PBEsol and r2SCAN are both widely used for solids, so for a simple metal in a fixed cell they should give nearly the same pressure. If they do differ, the more elaborate r2SCAN should be the safer choice. Six elements on the face-centred cubic lattice contradict the first idea and don't support the second as a general rule.

Elements in the fcc structure (space group Fm-3m) at fixed cells, from Ansatz 0.2.0 with (1) PBEsol and (2) r2SCAN, scalar-relativistic, default frozen-core PAW datasets. Cutoffs are 420 eV (1) and 500 eV (2), with 15 to 18 k points per axis and Fermi-Dirac smearing of 0.03 to 0.08 eV. Only Ni is spin-polarised; pressure is positive in compression.

| crystal | space group | largest Z | volume (Å³/atom) | pressure, PBEsol (1) (GPa) | pressure, r2SCAN (2) (GPa) | pressure, (2) less (1) (GPa) | cell moment, PBEsol (1) (muB) | cell moment, r2SCAN (2) (muB) |
| --- | --- | --- | --- | --- | --- | --- | --- | --- |
| C | 225 | 6 | 7.347 | -7.03 | 1.95 | 8.97 | 0.00 | 0.00 |
| Al | 225 | 13 | 16.49 | -1.50 | -2.97 | -1.47 | 0.00 | 0.00 |
| Ni | 225 | 28 | 10.90 | -9.77 | -6.86 | 2.91 | 0.62 | 0.76 |
| Cu | 225 | 29 | 11.45 | -2.06 | -0.28 | 1.78 | 0.00 | 0.00 |
| Rh | 225 | 45 | 13.75 | -4.88 | -0.45 | 4.43 | 0.00 | 0.00 |
| Ta | 225 | 73 | 18.79 | -5.84 | -1.52 | 4.32 | 0.00 | 0.00 |

**What changes with the functional**

A positive pressure means that the crystal pushes outward and would like a larger cell; a negative one means that it would like to shrink. Going from PBEsol to r2SCAN raises the pressure in five of the six rows, so r2SCAN prefers the larger cell there. Aluminium alone goes the other way, by −1.5 GPa. The largest change is in carbon, here a close-packed metal and not diamond: PBEsol wants its cell to contract and r2SCAN wants it to expand.

The change of basis explains little of this. The r2SCAN runs used a higher plane-wave cutoff, but the basis-set corrections reported for the stress are at most 7% of the change in pressure. Such a correction is reported with both functionals in all six rows. The datasets, made for PBE, may also contribute in every row; that part isn't measured here.

**Why two good functionals disagree about pressure**

Pressure is the slope of the energy against volume, with the sign reversed. A constant difference between two functionals therefore drops out, however large it is. In rhodium the two total energies lie roughly 77 eV apart, yet the pressure feels only how that gap changes as the cell grows. For a 1% larger volume it changes by about 4 meV per atom, and this is enough to make a difference of 4.4 GPa.

Theory suggests where such a slope can come from. When a crystal expands, the density between the atoms thins out and varies more steeply relative to its own size. A functional that rewards steep density strongly will favour larger cells. PBEsol was given a weak dependence on the gradient, which is why it yields shorter lattice constants than its parent PBE.

r2SCAN keeps a similarly weak dependence of exchange where the density varies slowly. It also reads the kinetic-energy density of the electrons, which tells a smooth metallic region from one where a single orbital dominates or where closed shells overlap. In a d metal much of the density near the atoms is not smooth, so the two functionals can respond differently to expansion. That allows a difference but doesn't fix its sign, and the largest rise is in carbon, which has no d electrons. The calculation doesn't divide the pressure by region, so the cause remains an argument.

**From pressure to lattice constant**

How much a pressure difference matters depends on stiffness. Let ΔP be the r2SCAN pressure less the PBEsol pressure, and B the bulk modulus, the resistance to compression. Near equilibrium, relieving ΔP changes the volume by the fraction ΔP/B. The lattice constant changes by a third of that:

shift of lattice constant ≈ ΔP / (3B)

The moduli are rough recalled values. For rhodium, with B near 270 GPa, the shift is 4.43/(3 × 270) = 0.0055, or about 0.5%. A change that looks serious as a pressure is thus a small change of length. A stiff crystal turns a small disagreement about length into a large one about pressure.

This also puts aluminium in a different light. Its pressure changes least of all six, but it is soft, and its lattice constant shifts by about −0.6%, as much in size as in the d metals. The small pressure change is therefore no sign that the functionals agree better on aluminium.

**A rule for d metals, and where it stops**

If the d metals share one fractional shift of the lattice constant, their pressure change should grow in proportion to B. A one-parameter fit to nickel, copper, rhodium and tantalum gives a shift of about 0.6%, or ΔP ≈ 0.017 B. For rhodium this predicts 4.6 GPa against the computed 4.4 GPa, but rhodium was part of the fit. The output below this text gives the details.

When each metal is left out in turn, the typical error is 0.8 GPa, against 1.5 GPa if all four are given the same pressure change. Stiffness therefore beats a constant, but four metals make a rule of thumb and not a law, the more so as the rows are a selection that leaves out failed runs, among others. They can't show that stiffness is the cause: pairing the 3d metals nickel and copper, which differ by 1.1 GPa, and the heavier rhodium and tantalum, which differ by 0.1 GPa, describes them about as well. Tantalum fits worst: the rule gives 3.3 GPa where the calculation gives 4.3 GPa. Its modulus is borrowed from the body-centred form, the stable one, and I can't say how much of the miss this explains. Nickel's pressure change also contains the effect of its larger moment, which is expected to push the cell slightly outward and wasn't separated.

The rule must not be carried over to aluminium, where it predicts the wrong sign. The valence density there is nearly uniform, a case in which the exchange parts of both functionals are built to behave alike. That holds only where the density varies slowly, and the ripples that the lattice imposes on aluminium's density are too short for it to be assured. The correlation of r2SCAN depends more strongly on the gradient than that of PBEsol, but this is so in the d metals too. Whether exchange or correlation pulls the cell inward isn't tested here. The region where the valence electrons meet the core may contribute too. The aluminium dataset leaves only 3 electrons in the valence, while those of the d metals also free the outer core shells. It was made for PBE, and no all-electron run tests what that contributes. The reversal is a result of this calculation without a proven cause.

For carbon I know no modulus in this structure. Even if it were as stiff as diamond, its lattice constant would shift by about 0.7%, and by more if it is softer, as is likely.

**Which level is right?**

The pressures alone can't decide this. In every row but aluminium the r2SCAN pressure is closer to zero, which looks like a success. But some cells were measured and others come from a database or an earlier relaxation. A cell relaxed with a similar functional would give a small pressure by construction, and a measured cell contains thermal and zero-point expansion that these runs lack. Some measured cells may also have been taken under pressure. The runs also leave out spin–orbit coupling, whose effect on the pressures of rhodium and tantalum is untested. Recalled lattice constants suggest a split verdict. The cells of nickel and aluminium are close to the measured ones and both functionals would shrink them, r2SCAN less in nickel and more in aluminium. r2SCAN is thus expected to be closer for the size of nickel's cell, and PBEsol for aluminium's.

Nickel allows a clearer verdict on one property. It is the only row run with spin polarisation; the zero moments of the others were imposed, not found. Its moment rises from 0.62 μB with PBEsol to 0.76 μB with r2SCAN, while experiment lies near 0.6 μB, a small part of it orbital and absent from these runs. r2SCAN is known to favour spin polarisation too strongly in metals whose magnetic electrons are itinerant, that is, spread through the crystal. The r2SCAN run was not checked for stability, but its error is in the familiar direction. For the moment of nickel, PBEsol is the better choice of the two.

**What to use for which purpose**

For pressures or stresses good to 1 GPa, the choice of functional matters in all six rows. The unloaded reference cell should then be relaxed with the same functional that gives the pressure under load. If a PBEsol cell is passed to r2SCAN unchanged, a false pressure of roughly ΔP remains, and in a stiff metal it can be mistaken for a real load.

For lattice constants the answer depends on the tolerance. In the five metals with a recalled modulus, the functionals differ by about 0.4 to 0.8%. If 1% is enough, the choice between them matters little, but they can share a larger error: both would shrink nickel's cell, which is close to the measured one, by more than 1%, and the missing thermal and zero-point expansion is expected to explain only part of that. Neither can be trusted unchecked if 0.1% is needed. In that case a measured lattice constant of a related material, corrected for thermal and zero-point expansion, is a good guide to the choice.

Energies forgive a slightly wrong cell, because the elastic energy grows only with the square of the misfit. In those same five metals, using the other functional's cell costs between about 1 and 6 meV per atom. That is harmless for a coarse reaction energy, but it can matter for two crystal forms separated by a few meV, unless the costs in the two forms nearly cancel. This is the cost of the geometry alone; the functionals may also disagree about the energy difference itself.

The price of r2SCAN can only be estimated by scaling. At the cutoffs used here it needs about 1.3 times as many plane waves as PBEsol. It must also build the kinetic-energy density and the extra potential that follows from it, and it often takes more steps to converge. A sensible order of work is to relax with PBEsol first, then relax again with r2SCAN if r2SCAN is to supply the final stress.

Printed output of the fit:

```
Lattice step and elastic cost from recalled moduli:
  row  pressure step GPa  recalled modulus GPa  lattice step %  elastic cost meV/atom
    C               8.97                   n/a             n/a                    n/a
   Al              -1.47                    77         -0.6364                  1.444
   Ni               2.91                   190          0.5105                  1.516
   Cu               1.78                   140          0.4238                 0.8087
   Rh               4.43                   270          0.5469                  3.119
   Ta               4.32                   190          0.7579                   5.76
fit of dP on 4 rows (dmetal): coefficient of B 0.01712 +/- 0.0018; rms 0.647, worst Ta -1.07, leave-one-out rms 0.817
  rows outside the fit (model, value, miss): Al 1.318, -1.47, 2.79
fit of dP on 4 rows (dmetal): constant 3.36 +/- 0.63; rms 1.09, worst Cu 1.58, leave-one-out rms 1.46
  rows outside the fit (model, value, miss): C 3.36, 8.97, -5.61; Al 3.36, -1.47, 4.83
Common lattice step of the four d metals, r2SCAN less PBEsol (%): 0.5705
Largest over smallest pressure step among d metals (ratio): 2.489
Largest over smallest lattice step among d metals (ratio): 1.788
Lower bound on lattice step of fcc C (%): 0.6795
Largest listed basis correction as share of the pressure step (%): 6.655
Rise of the Ni moment from PBEsol to r2SCAN (muB): 0.14
Rise of the Ni moment from PBEsol to r2SCAN (%): 22.58
Plane waves at the r2SCAN cutoff over those at the PBEsol cutoff (ratio): 1.299
```
